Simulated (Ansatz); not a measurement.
## Mo under changes of volume

One of the cells (15.892 Å³/atom); the others are scaled copies at fixed shape and fractional positions:

```
CELL_PARAMETERS angstrom
-1.58381 1.58381 1.58381
1.58381 -1.58381 1.58381
1.58381 1.58381 -1.58381
ATOMIC_POSITIONS crystal
Mo 0.00000 0.00000 0.00000
```

- Program: Ansatz 0.2.0
- Functional: PBEsol
- Potentials or basis: Ansatz PAW
- Cutoff: 420 eV (not typed: the program's choice for these potentials)
- k mesh: 12 × 12 × 12
- Occupations: fermi-dirac, width 0.05 eV
- Spin: no spin polarisation

```csv
volume (Å³/atom),energy over the lowest point (meV/atom),pressure (GPa)
14.938,8.43,7.5
15.256,0.00,1.2
15.574,3.49,-4.5
15.892,?,?
16.209,41.37,-14.2
16.527,73.66,-18.3
16.845,113.63,-21.9
```

**Question.** What does the run at 15.892 Å³/atom give?

**Answer.** Energy over the lowest point 17.65 meV/atom; pressure -9.6 GPa.

Worked out: A Birch-Murnaghan fit of order 3 (a polynomial in V^(-2/3)) to the other rows has its minimum at 15.32 Å³/atom with B0 = V·E''(V) = 284 GPa and B' = 4.4. It gives 17.69 meV/atom at 15.892 Å³/atom, against the run's 17.65, and -dE/dV = -9.7 GPa, against -9.6.

Energies are extrapolated to zero smearing.

Caveats: the PAW data sets come from PBE, with cores solved anew for the run's functional, which leaves a small shift of forces and pressure.
